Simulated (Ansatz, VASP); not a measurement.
# BN: VASP beside Ansatz

File INCAR:

```
SYSTEM = BN
PREC = Accurate ; ENCUT = 520
EDIFF = 1E-6 ; ISMEAR = 0
SIGMA = 0.05 ; LREAL = .FALSE.
LASPH = .TRUE. ; NELM = 80
ALGO = Normal ; ISIF = 2
LWAVE = .FALSE. ; LCHARG = .FALSE.
GGA = PE ; NBANDS = 16
```

Contents of KPOINTS:

```
regular mesh
0
G
  6 6 6
  0 0 0
```

Contents of POSCAR:

```
BN
1.0
    0.0000000000     -1.8123937734     -1.7398980225
   -1.7398980225      0.0000000000     -1.7398980225
    1.7398980225      1.8123937734     -3.4797960449
B N
2 2
Direct
   -0.0015993670      0.0071310777      0.0000000000
    0.5015993670      0.4928689223      0.5000000000
    0.3733632633      0.3822976976      0.8750000000
    0.8766367367      0.8677023024      0.3750000000
```

Input for Ansatz:

```yaml
crystal:
  lattice:
    - [0.0, -1.8123937734, -1.7398980225]
    - [-1.7398980225, 0.0, -1.7398980225]
    - [1.7398980225, 1.8123937734, -3.4797960449]
  atoms:
    - { symbol: B, position: [-0.001599367, 0.0071310777, 0.0] }
    - { symbol: B, position: [0.501599367, 0.4928689223, 0.5] }
    - { symbol: "N", position: [0.3733632633, 0.3822976976, 0.875] }
    - { symbol: "N", position: [0.8766367367, 0.8677023024, 0.375] }
basis:
  ecutwfc: 520.0
kpoints:
  mp_grid: { grid: [6, 6, 6] }
hamiltonian:
  xc: pbe
scf:
  occupations: { method: gaussian, width: 0.05 }
output:
  forces: true
  stress: true
  eigenvalues: true
```

Change from the starting cell: mode 4 frozen in at -0.017 Å, equal normal strain along x and y -0.0400.

Alike in both runs: task single point; functional PBE; k mesh 6 × 6 × 6; occupations gaussian, width 0.05 eV; no spin polarisation.

|  | VASP | Ansatz |
| --- | --- | --- |
| version | VASP 6.6.1 | Ansatz 0.2.0 |
| potentials or method | VASP PAW PBE potentials, release 64 (B, N) | scalar-relativistic, plane waves, PAW |
| plane-wave cutoff (eV) | 520 | 520 |
| valence electrons in the cell | 16 | 16 |

Ansatz gave:

```
gap on the k mesh at the Fermi level (eV)       : 4.15
least direct gap on the mesh (eV)               : 6.04
pressure (GPa)                                  : 35.2
largest component of the traceless stress (GPa) : 18.90
rms of the force components (eV/Å)              : 0.099
```

**Question.** Which values does VASP return?

**Answer.** gap on the k mesh at the Fermi level (eV): 4.14; least direct gap on the mesh (eV): 6.02; pressure (GPa): 35.7; largest component of the traceless stress (GPa): 18.90; rms of the force components (eV/Å): 0.099.

Atom by atom the forces differ by 0.000 eV/Å (rms over components). The functional is the same, so the differences come from potentials, cutoffs and numerics.

Caveats: the k mesh is coarse (spacing up to 0.50 Å⁻¹), so the values aren't converged; so large a pressure means that the cell lies far from this level's equilibrium, or that cutoff or potentials fall short (VASP). A k mesh can miss the band edges.
